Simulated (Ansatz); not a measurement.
Crystal: O, diamond type, 2 atoms in the cell.

Computed with PBE, plane waves, PAW datasets (generated soft set 1) in Ansatz.

Cutoff 420 eV; k-mesh 43×43×43 Γ-centred; Fermi–Dirac smearing of 0.0612 eV; no spin polarisation.

The fit to the energies gives V₀ = 10.679 Å³/atom (a₀ = 4.404 Å), B₀ = 119 GPa, B₀′ = 4.43.

Problem. What pressure does the program print at V = 10.255 Å³/atom, and how far above the lowest computed point (V = 10.682 Å³/atom) does the energy lie?

Solution. 5.26 GPa and 6.72 meV/atom. All points:

```json
{"V (Å³/atom)": "10.041", "a (Å)": "4.3148", "E − E(min) (meV/atom)": "15.77", "P (GPa)": "8.36"}
{"V (Å³/atom)": "10.255", "a (Å)": "4.3452", "E − E(min) (meV/atom)": "6.72", "P (GPa)": "5.26"}
{"V (Å³/atom)": "10.468", "a (Å)": "4.3751", "E − E(min) (meV/atom)": "1.60", "P (GPa)": "2.47"}
{"V (Å³/atom)": "10.682", "a (Å)": "4.4047", "E − E(min) (meV/atom)": "0.00", "P (GPa)": "-0.03"}
{"V (Å³/atom)": "10.896", "a (Å)": "4.4339", "E − E(min) (meV/atom)": "1.56", "P (GPa)": "-2.28"}
{"V (Å³/atom)": "11.109", "a (Å)": "4.4626", "E − E(min) (meV/atom)": "5.97", "P (GPa)": "-4.29"}
{"V (Å³/atom)": "11.323", "a (Å)": "4.4911", "E − E(min) (meV/atom)": "12.90", "P (GPa)": "-6.09"}
```

The published all-electron PBE values for this crystal (mean of FLEUR and WIEN2k, k-spacing 0.06 Å⁻¹; Bosoni et al., Nat. Rev. Phys. 6, 45 (2024)) are V₀ = 10.681 Å³/atom, B₀ = 118.7 GPa, B₀′ = 4.42.

The stress includes the program's correction for the finite plane-wave basis.

This cubic structure is a model: it isn't the usual form of the substance at ambient conditions, and such phases are metastable or hypothetical.
